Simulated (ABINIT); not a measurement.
# Cu3Au (Auricupride) (Pm-3m) in ABINIT: reference runs

Aim: a first look at Cu3Au (Auricupride) with PBE, on the cell as given.

Everything below comes from runs of ABINIT 10.8.3 (patched build). Logs are shortened: lines on timing, memory, paths and dates and some standing lists are left out, and cuts for length are marked. The log counts tension as positive stress, the text compression.

## (1) The crystal as given

The structure is cubic, space group Pm-3m (No. 221). Conventional cell: a = 3.740 Å, b = 3.740 Å, c = 3.740 Å, α = 90.00°, β = 90.00°, γ = 90.00°. Around Au (site symmetry m-3m) lie 12 Cu at 2.64 Å. Cu (site symmetry 4/mmm) is surrounded by 4 Au at 2.64 Å and 8 Cu at 2.64 Å.

## (2) Single point, PBE

Input file run.abi:

```
pp_dirpath "./"
pseudos "Au.GGA_PBE-JTH.xml, Cu.GGA_PBE-JTH.xml"

acell 3*1.0
rprim
     7.0675757061     0.0000000000     0.0000000000
     0.0000000000     7.0675757061     0.0000000000
     0.0000000000     0.0000000000     7.0675757061
ntypat 2
znucl 79 29
natom 4
typat 1 2 2 2
xred
     0.0000000000     0.0000000000     0.0000000000
     0.5000000000     0.5000000000     0.0000000000
     0.5000000000     0.0000000000     0.5000000000
     0.0000000000     0.5000000000     0.5000000000

ecut 26.0
pawecutdg 48.0
pawxcdev 0

kptopt 1
ngkpt 7 7 7
nshiftk 1
shiftk 0.0 0.0 0.0

ixc 11

nband 41
occopt 3
tsmear 0.00183747

nstep 100
tolvrs 1.0e-9

iomode 3
prtwf 0
prteig 0
prtebands 0
prtden 1
prtvha 1
prtvclmb 1
prtpot 1
```

Potentials or basis: JTH PAW PBE v2.0.

On the command line:

```bash
> abinit run.abi > log 2>&1
```

run.abo:

```text
.Version 10.8.3 of ABINIT
 Symmetries : space group Pm -3 m (#221); Bravais cP (primitive cubic)
================================================================================
 Values of the parameters that define the memory need of the present run
     intxc =       0    ionmov =       0      iscf =      17    lmnmax =      18
     lnmax =       6     mgfft =      36  mpssoang =       3    mqgrid =    3001
     natom =       4  nloc_mem =       2    nspden =       1   nspinor =       1
    nsppol =       1      nsym =      48    n1xccc =       1    ntypat =       2
    occopt =       3   xclevel =       2
       mpw =        2260          nfft =       46656          nkpt =          20
 PAW method is used; the additional fine FFT grid is defined by:
   mgfftf=        48    nfftf =    110592
================================================================================
================================================================================

--------------------------------------------------------------------------------
------------- Echo of variables that govern the present computation ------------
--------------------------------------------------------------------------------
 -outvars: echo values of preprocessed input variables --------
            acell      1.0000000000E+00  1.0000000000E+00  1.0000000000E+00 Bohr
              amu      1.96966540E+02  6.35460000E+01
             ecut      2.60000000E+01 Hartree
              ixc          11
         kptrlatt        7    0    0      0    7    0      0    0    7
          kptrlen      4.94730299E+01
            natom           4
            nband          41
            ngfft          36      36      36
          ngfftdg          48      48      48
             nkpt          20
            nstep         100
             nsym          48
           ntypat           2
           occopt           3
        pawecutdg      4.80000000E+01 Hartree
         pawxcdev           0
        prtebands           0
           prteig           0
           prtpot           1
         prtvclmb           1
           prtvha           1
            prtwf           0
            rprim      7.0675757061E+00  0.0000000000E+00  0.0000000000E+00
                       0.0000000000E+00  7.0675757061E+00  0.0000000000E+00
                       0.0000000000E+00  0.0000000000E+00  7.0675757061E+00
          spgroup         221
           tolvrs      1.00000000E-09
           tsmear      1.83747000E-03 Hartree
            typat      1  2  2  2
           useylm           1
           xangst      0.0000000000E+00  0.0000000000E+00  0.0000000000E+00
                       1.8699999987E+00  1.8699999987E+00  0.0000000000E+00
                       1.8699999987E+00  0.0000000000E+00  1.8699999987E+00
                       0.0000000000E+00  1.8699999987E+00  1.8699999987E+00
            xcart      0.0000000000E+00  0.0000000000E+00  0.0000000000E+00
                       3.5337878531E+00  3.5337878531E+00  0.0000000000E+00
                       3.5337878531E+00  0.0000000000E+00  3.5337878531E+00
                       0.0000000000E+00  3.5337878531E+00  3.5337878531E+00
             xred      0.0000000000E+00  0.0000000000E+00  0.0000000000E+00
                       5.0000000000E-01  5.0000000000E-01  0.0000000000E+00
                       5.0000000000E-01  0.0000000000E+00  5.0000000000E-01
                       0.0000000000E+00  5.0000000000E-01  5.0000000000E-01
            znucl       79.00000   29.00000

================================================================================

 chkinp: Checking input parameters for consistency.

================================================================================
== DATASET  1 ==================================================================

--- !DatasetInfo
iteration_state: {dtset: 1, }
dimensions: {natom: 4, nkpt: 20, mband: 41, nsppol: 1, nspinor: 1, nspden: 1, mpw: 2260, }
cutoff_energies: {ecut:  26.0, pawecutdg:  48.0, }
electrons: {nelect:   6.80000000E+01, charge:   0.00000000E+00, occopt:   3.00000000E+00, tsmear:   1.83747000E-03, }
meta: {optdriver: 0, ionmov: 0, optcell: 0, iscf: 17, paral_kgb: 0, }
...

 Exchange-correlation functional for the present dataset will be:
  GGA: Perdew-Burke-Ernzerhof functional - ixc=11
  J.P.Perdew, K.Burke, M.Ernzerhof, PRL 77, 3865 (1996)

[... 113 lines left out ...]
- [ -0.00000000E+00,  -0.00000000E+00,  -0.00000000E+00, ]
- [ -0.00000000E+00,  -0.00000000E+00,  -0.00000000E+00, ]
- [ -0.00000000E+00,  -0.00000000E+00,  -0.00000000E+00, ]
- [ -0.00000000E+00,  -0.00000000E+00,  -0.00000000E+00, ]
force_length_stats: {min:   0.00000000E+00, max:   0.00000000E+00, mean:   0.00000000E+00, }
...

 Integrated electronic density in atomic spheres:
 ------------------------------------------------
 Atom  Sphere_radius  Integrated_density
    1        2.50870          9.62640648
    2        2.00090         17.34082161
    3        2.00090         17.34082161
    4        2.00090         17.34082161

================================================================================

 ----iterations are completed or convergence reached----

 Mean square residual over all n,k,spin=   16.189E-08; max=  74.306E-06
 reduced coordinates (array xred) for    4 atoms
       0.000000000000      0.000000000000      0.000000000000
       0.500000000000      0.500000000000      0.000000000000
       0.500000000000      0.000000000000      0.500000000000
       0.000000000000      0.500000000000      0.500000000000
 rms dE/dt=  0.0000E+00; max dE/dt=  0.0000E+00; dE/dt below (all hartree)
    1       0.000000000000      0.000000000000      0.000000000000
    2       0.000000000000      0.000000000000      0.000000000000
    3       0.000000000000      0.000000000000      0.000000000000
    4       0.000000000000      0.000000000000      0.000000000000

 cartesian coordinates (angstrom) at end:
    1      0.00000000000000     0.00000000000000     0.00000000000000
    2      1.86999999873127     1.86999999873127     0.00000000000000
    3      1.86999999873127     0.00000000000000     1.86999999873127
    4      0.00000000000000     1.86999999873127     1.86999999873127

 cartesian forces (hartree/bohr) at end:
    1     -0.00000000000000    -0.00000000000000    -0.00000000000000
    2     -0.00000000000000    -0.00000000000000    -0.00000000000000
    3     -0.00000000000000    -0.00000000000000    -0.00000000000000
    4     -0.00000000000000    -0.00000000000000    -0.00000000000000
 frms,max,avg= 0.0000000E+00 0.0000000E+00   0.000E+00  0.000E+00  0.000E+00 h/b

 cartesian forces (eV/Angstrom) at end:
    1     -0.00000000000000    -0.00000000000000    -0.00000000000000
    2     -0.00000000000000    -0.00000000000000    -0.00000000000000
    3     -0.00000000000000    -0.00000000000000    -0.00000000000000
    4     -0.00000000000000    -0.00000000000000    -0.00000000000000
 frms,max,avg= 0.0000000E+00 0.0000000E+00   0.000E+00  0.000E+00  0.000E+00 e/A
 length scales=  1.000000000000  1.000000000000  1.000000000000 bohr
              =  0.529177210544  0.529177210544  0.529177210544 angstroms
 Fermi (or HOMO) energy (hartree) =   0.27225   Average Vxc (hartree)=  -0.43921
 Eigenvalues (hartree) for nkpt=  20  k points:
 kpt#   1, nband= 41, wtk=  0.00292, kpt=  0.0000  0.0000  0.0000 (reduced coord)
  -3.85835   -3.85804   -3.85804   -2.29276   -2.29276   -2.29276   -2.29173   -2.29173
  -2.29173   -2.29096   -2.29096   -2.29096   -0.08292    0.03753    0.03753    0.06834
   0.06834    0.06834    0.10618    0.15978    0.15978    0.15978    0.19165    0.19165
   0.21371    0.21502    0.21502    0.21918    0.21918    0.21918    0.22420    0.22420
   0.22420    0.31938    0.31938    0.31938    0.49640    0.55260    0.55260    0.68447
   0.68447
      occupation numbers for kpt#   1
   2.00000    2.00000    2.00000    2.00000    2.00000    2.00000    2.00000    2.00000
   2.00000    2.00000    2.00000    2.00000    2.00000    2.00000    2.00000    2.00000
   2.00000    2.00000    2.00000    2.00000    2.00000    2.00000    2.00000    2.00000
   2.00000    2.00000    2.00000    2.00000    2.00000    2.00000    2.00000    2.00000
   2.00000    0.00000    0.00000    0.00000    0.00000    0.00000    0.00000    0.00000
   0.00000
 prteigrs : prtvol=0 or 1, do not print more k-points.

--- !EnergyTerms
iteration_state     : {dtset: 1, }
comment             : Components of total free energy in Hartree
kinetic             :  4.20184460983347E+01
hartree             :  1.43062791550859E+02
xc                  : -1.12534709459675E+01
Ewald energy        : -3.82615625787252E+02
psp_core            :  2.82832723593432E+01
local_psp           : -3.53255394689598E+02
PAW spherical_terms : -9.42916581828960E+01
internal            : -6.28051639597177E+02
'-kT*entropy'       : -4.64672712609014E-04
total_energy        : -6.28052104269889E+02
total_energy_eV     : -1.70901683918891E+04
...

--- !EnergyTermsDC
iteration_state     : {dtset: 1, }
comment             : '"Double-counting" decomposition of free energy'
band_energy         : -5.77999731636696E+01
Ewald energy        : -3.82615625787252E+02
psp_core            :  2.82832723593432E+01
xc_dc               : -1.40100866427315E+02
PAW spherical_terms : -7.58184670469300E+01
internal            : -6.28051660065823E+02
'-kT*entropy'       : -4.64672712609014E-04
total_energy_dc     : -6.28052124738536E+02
total_energy_dc_eV  : -1.70901689488693E+04
...

--- !EnergyTermsWithPAWCore
iteration_state     : {dtset: 1, }
comment             : 'Components of total free energy, including PAW core contributions'
Total energy        : -2.39769548871152E+04
Total energy DC     : -2.39769549075838E+04
Total energy (eV)   : -6.52446180435753E+05
Total energy DC (eV): -6.52446180992734E+05
...

 Cartesian components of stress tensor (hartree/bohr^3)
  sigma(1 1)= -1.68976513E-04  sigma(3 2)=  0.00000000E+00
  sigma(2 2)= -1.68976513E-04  sigma(3 1)=  0.00000000E+00
  sigma(3 3)= -1.68976513E-04  sigma(2 1)=  0.00000000E+00

-Cartesian components of stress tensor (GPa)         [Pressure=  4.9715E+00 GPa]
- sigma(1 1)= -4.97146065E+00  sigma(3 2)=  0.00000000E+00
- sigma(2 2)= -4.97146065E+00  sigma(3 1)=  0.00000000E+00
- sigma(3 3)= -4.97146065E+00  sigma(2 1)=  0.00000000E+00

== END DATASET(S) ==============================================================
================================================================================

 -outvars: echo values of variables after computation  --------
            acell      1.0000000000E+00  1.0000000000E+00  1.0000000000E+00 Bohr
           etotal     -6.2805212474E+02
            fcart     -0.0000000000E+00 -0.0000000000E+00 -0.0000000000E+00
                      -0.0000000000E+00 -0.0000000000E+00 -0.0000000000E+00
                      -0.0000000000E+00 -0.0000000000E+00 -0.0000000000E+00
                      -0.0000000000E+00 -0.0000000000E+00 -0.0000000000E+00
            rprim      7.0675757061E+00  0.0000000000E+00  0.0000000000E+00
                       0.0000000000E+00  7.0675757061E+00  0.0000000000E+00
                       0.0000000000E+00  0.0000000000E+00  7.0675757061E+00
           strten     -1.6897651297E-04 -1.6897651297E-04 -1.6897651297E-04
                       0.0000000000E+00  0.0000000000E+00  0.0000000000E+00
           xangst      0.0000000000E+00  0.0000000000E+00  0.0000000000E+00
                       1.8699999987E+00  1.8699999987E+00  0.0000000000E+00
                       1.8699999987E+00  0.0000000000E+00  1.8699999987E+00
                       0.0000000000E+00  1.8699999987E+00  1.8699999987E+00
             xred      0.0000000000E+00  0.0000000000E+00  0.0000000000E+00
                       5.0000000000E-01  5.0000000000E-01  0.0000000000E+00
                       5.0000000000E-01  0.0000000000E+00  5.0000000000E-01
                       0.0000000000E+00  5.0000000000E-01  5.0000000000E-01
 Calculation completed.
```

It took 2.7 min on 1 thread of Arm Neoverse V2, shared host; peak memory 0.18 GiB.

Results:

- Free energy: -17090.1689 eV
- Pressure: 5.0 GPa
- Band gap on the k mesh: none (metal or under the smearing width)
- Valence electrons inside the program's atomic spheres: Au 9.63; Cu 17.34

The run has no spin-orbit coupling, so splittings on Au are missing.

## (3) Single point, PBE

Input file run.py:

```python
import json, os
import numpy as np
from ase.units import GPa
from ase.calculators.abinit import Abinit, AbinitProfile
from ase import Atoms

atoms = Atoms(['Au', 'Cu', 'Cu', 'Cu'],
              cell=[[3.74, 0.0, 0.0], [0.0, 3.74, 0.0], [0.0, 0.0, 3.74]],
              scaled_positions=[[0.0, 0.0, 0.0], [0.5, 0.5, 0.0], [0.5, 0.0, 0.5], [0.0, 0.5, 0.5]],
              pbc=True)

profile = AbinitProfile(command='abinit', pp_paths=[os.path.abspath('pseudos')])
params = dict(
    pps='pawxml', xc='PBE',
    ecut=707.496,
    pawecutdg=1306.1465,
    pawxcdev=0,
    kptopt=1,
    ngkpt=[7, 7, 7],
    nshiftk=1,
    shiftk=[0.0, 0.0, 0.0],
    ixc=11,
    nband=41,
    occopt=3,
    tsmear=0.05,
    nstep=100,
    tolvrs=1e-09,
    prtwf=0,
    prtden=0,
)

atoms.calc = Abinit(profile=profile, directory='run', **params)
energy = atoms.get_potential_energy()
forces = atoms.get_forces()
stress = atoms.get_stress()
print(f'energy {energy:.6f} eV')
print('forces (eV/A)')
print(np.round(forces, 5))
print('stress (GPa, Voigt, tension positive)', np.round(stress / GPa, 4))
json.dump(dict(energy=energy, forces=forces.tolist(), stress=stress.tolist(), cell=atoms.cell.tolist(), frac=atoms.get_scaled_positions(wrap=False).tolist()), open('results.json', 'w'))
```

Potentials or basis: JTH PAW PBE v2.0.

On the command line:

```bash
> python run.py
```

What it wrote:

```text
energy -17090.168740 eV
forces (eV/A)
[[-0. -0. -0.]
 [-0. -0. -0.]
 [-0. -0. -0.]
 [-0. -0. -0.]]
stress (GPa, Voigt, tension positive) [-4.9715 -4.9715 -4.9715  0.      0.      0.    ]
```

abinit.in:

```text
ecut 707.496 eV
ixc 11
kptopt 1
natom 4
nband 41
ngkpt
7 7 7
nshiftk 1
nsppol 1
nstep 100
occopt 3
pawecutdg 1306.1465 eV
pawxcdev 0
prtden 0
prtwf 0
shiftk
0.0 0.0 0.0
tolvrs 1e-09
tsmear 0.05 eV
#Definition of the unit cell
acell
1.00000000000000 1.00000000000000 1.00000000000000 Angstrom
rprim
3.74000000000000 0.00000000000000 0.00000000000000
0.00000000000000 3.74000000000000 0.00000000000000
0.00000000000000 0.00000000000000 3.74000000000000
chkprim 0 # Allow non-primitive cells
#Definition of the atom types
ntypat 2
znucl 29 79
#Enumerate different atomic species
typat
 2 1 1 1
pseudos "./pseudos/Cu.GGA_PBE-JTH.xml,
./pseudos/Au.GGA_PBE-JTH.xml"
#Definition of the atoms
xcart
0.00000000000000 0.00000000000000 0.00000000000000
3.53378785531506 3.53378785531506 0.00000000000000
3.53378785531506 0.00000000000000 3.53378785531506
0.00000000000000 3.53378785531506 3.53378785531506
chkexit 1 # abinit.exit file in the running directory terminates after the current SCF
```

abinit.abo:

```text
.Version 10.8.3 of ABINIT
 Symmetries : space group Pm -3 m (#221); Bravais cP (primitive cubic)
================================================================================
 Values of the parameters that define the memory need of the present run
     intxc =       0    ionmov =       0      iscf =      17    lmnmax =      18
     lnmax =       6     mgfft =      36  mpssoang =       3    mqgrid =    3001
     natom =       4  nloc_mem =       2    nspden =       1   nspinor =       1
    nsppol =       1      nsym =      48    n1xccc =       1    ntypat =       2
    occopt =       3   xclevel =       2
       mpw =        2260          nfft =       46656          nkpt =          20
 PAW method is used; the additional fine FFT grid is defined by:
   mgfftf=        48    nfftf =    110592
================================================================================
================================================================================

--------------------------------------------------------------------------------
------------- Echo of variables that govern the present computation ------------
--------------------------------------------------------------------------------
 -outvars: echo values of preprocessed input variables --------
            acell      1.8897261259E+00  1.8897261259E+00  1.8897261259E+00 Bohr
              amu      6.35460000E+01  1.96966540E+02
          chkexit           1
          chkprim           0
             ecut      2.59999984E+01 Hartree
[... 273 lines left out ...]
Total energy        : -2.39769548999225E+04
Total energy DC     : -2.39769549075830E+04
Total energy (eV)   : -6.52446180784258E+05
Total energy DC (eV): -6.52446180992710E+05
...

 Cartesian components of stress tensor (hartree/bohr^3)
  sigma(1 1)= -1.68977985E-04  sigma(3 2)=  0.00000000E+00
  sigma(2 2)= -1.68977985E-04  sigma(3 1)=  0.00000000E+00
  sigma(3 3)= -1.68977985E-04  sigma(2 1)=  0.00000000E+00

-Cartesian components of stress tensor (GPa)         [Pressure=  4.9715E+00 GPa]
- sigma(1 1)= -4.97150396E+00  sigma(3 2)=  0.00000000E+00
- sigma(2 2)= -4.97150396E+00  sigma(3 1)=  0.00000000E+00
- sigma(3 3)= -4.97150396E+00  sigma(2 1)=  0.00000000E+00

== END DATASET(S) ==============================================================
================================================================================

 -outvars: echo values of variables after computation  --------
            acell      1.8897261259E+00  1.8897261259E+00  1.8897261259E+00 Bohr
           etotal     -6.2805212474E+02
            fcart     -0.0000000000E+00 -0.0000000000E+00 -0.0000000000E+00
                      -0.0000000000E+00 -0.0000000000E+00 -0.0000000000E+00
                      -0.0000000000E+00 -0.0000000000E+00 -0.0000000000E+00
                      -0.0000000000E+00 -0.0000000000E+00 -0.0000000000E+00
            rprim      3.7400000000E+00  0.0000000000E+00  0.0000000000E+00
                       0.0000000000E+00  3.7400000000E+00  0.0000000000E+00
                       0.0000000000E+00  0.0000000000E+00  3.7400000000E+00
           strten     -1.6897798498E-04 -1.6897798498E-04 -1.6897798498E-04
                       0.0000000000E+00  0.0000000000E+00  0.0000000000E+00
           xangst      0.0000000000E+00  0.0000000000E+00  0.0000000000E+00
                       1.8700000000E+00  1.8700000000E+00  0.0000000000E+00
                       1.8700000000E+00  0.0000000000E+00  1.8700000000E+00
                       0.0000000000E+00  1.8700000000E+00  1.8700000000E+00
             xred      0.0000000000E+00  0.0000000000E+00  0.0000000000E+00
                       5.0000000000E-01  5.0000000000E-01  0.0000000000E+00
                       5.0000000000E-01  0.0000000000E+00  5.0000000000E-01
                       0.0000000000E+00  5.0000000000E-01  5.0000000000E-01
 Calculation completed.
```

Run time: 2.8 min. Hardware: 1 thread of Arm Neoverse V2, shared host; peak memory 0.17 GiB.

Results:

```yaml
Free_energy: -17090.1689 eV
Pressure: 5.0 GPa
Band_gap_on_the_k_mesh: none (metal or under the smearing width)
Valence_electrons_inside_the_program's_atomic_spheres: Au 9.63; Cu 17.34
```

Spin-orbit coupling is left out, which matters for the levels of Au.
